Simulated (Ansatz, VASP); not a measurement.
SnO2 in VASP and in Ansatz

File INCAR:

```
PREC = Accurate
ENCUT = 520
EDIFF = 1E-6
ISMEAR = 0
SIGMA = 0.05
LREAL = False
LASPH = True
NELM = 100
ALGO = Fast
ISIF = 2
LWAVE = False
LCHARG = True
GGA = PS
LELF = True
LVHAR = True
NBANDS = 20
```

The input KPOINTS:

```
Automatic mesh
0
Gamma
  12 12 12
```

POSCAR

```
SnO2
1.0
    1.7071121059      0.9856016339      4.3076538790
   -1.7071121059      0.9856016339      4.3076538790
    0.0000000000     -1.9712032677      4.3076538790
Sn O
1 2
Direct
    0.5000000000      0.5000000000      0.5000000000
    0.2371700000      0.2371700000      0.2371700000
    0.7628300000      0.7628300000      0.7628300000
```

Input for Ansatz:

```yaml
crystal:
  lattice:
    - [1.7071121059, 0.9856016339, 4.307653879]
    - [-1.7071121059, 0.9856016339, 4.307653879]
    - [0.0, -1.9712032677, 4.307653879]
  atoms:
    - { symbol: Sn, position: [0.5, 0.5, 0.5] }
    - { symbol: O, position: [0.23717, 0.23717, 0.23717] }
    - { symbol: O, position: [0.76283, 0.76283, 0.76283] }
basis:
  ecutwfc: 420
kpoints:
  mp_grid: { grid: [12, 12, 12] }
hamiltonian:
  xc: pbesol
scf:
  occupations: { method: gaussian, width: 0.05 }
output:
  forces: true
  stress: true
  eigenvalues: true
```

Alike in both runs: task single point; functional PBEsol; k mesh 12 × 12 × 12; occupations gaussian, width 0.05 eV; no spin polarisation.

|  | VASP | Ansatz |
| --- | --- | --- |
| version | VASP 6.6.1 | Ansatz 0.2.0 |
| potentials or method | VASP PAW PBE potentials, release 64 (Sn_d, O) | scalar-relativistic, plane waves, PAW |
| plane-wave cutoff (eV) | 520 | 420 |
| valence electrons in the cell | 26 | 26 |

```csv
,VASP,Ansatz,Ansatz less VASP
gap on the k mesh at the Fermi level (eV),0.66,0.67,+0.015
least direct gap on the mesh (eV),0.71,0.72,+0.012
pressure (GPa),-13.4,-13.8,-0.38
largest component of the traceless stress (GPa),10.07,10.48,+0.409
rms of the force components (eV/Å),0.021,0.036,+0.0158
```

Atom by atom the forces differ by 0.016 eV/Å (rms over components).

Caveats: the PAW data sets were made with another functional, which shifts forces and pressure a little (VASP); spin-orbit coupling is left out, which moves the levels of the heavy elements. A hybrid or GW would open this gap; PBEsol tends to underestimate it. A k mesh can miss the band edges.
